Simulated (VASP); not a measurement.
## Ti: equation of state with PBEsol

Ti:

```xyz
3
Lattice="4.5137 0.0000 0.0000 -2.2569 3.9090 0.0000 0.0000 0.0000 2.7968" Properties=species:S:1:pos:R:3 pbc="T T T"
Ti    2.2569    1.3030    1.3984
Ti    0.0000    2.6060    1.3984
Ti    0.0000    0.0000    0.0000
```

This isn't the form of Ti at room conditions, which is hcp.

| Property | Result |
| --- | --- |
| Program | VASP 6.6.1 |
| Task | equation of state |
| Functional | PBEsol |
| Potentials or basis | VASP PAW PBE potentials, release 64 (Ti_sv) |
| Cutoff | 520 eV |
| k mesh | 6 × 6 × 8 |
| Occupations | fermi-dirac, width 0.05 eV |
| Spin | no spin polarisation |
| Ladder | gaps |
| Further INCAR settings | ALGO = Normal; EDIFF = 1e-06 |

* Equilibrium volume: 16.47 Å³/atom
* Bulk modulus at fixed shape and positions: 119 GPa
* Pressure derivative of the bulk modulus: 3.5 (rough: it moves with the points fitted)

Energy against volume, from the lowest point:
```
volume (Å³/atom)  energy (meV/atom)
          15.791              10.97
          16.120               2.80
          16.449               0.00
          16.778               2.13
          17.107               8.75
```

All runs of the series together: 2.4 min on 1 thread of AMD EPYC 9R45 (Zen 5), on a shared host.

Caveat: the cell was scaled at fixed shape and fractional positions, which overstates the stiffness of a crystal with free parameters, most of all of layers and chains; the PAW data sets were made with another functional, which shifts forces and pressure a little.
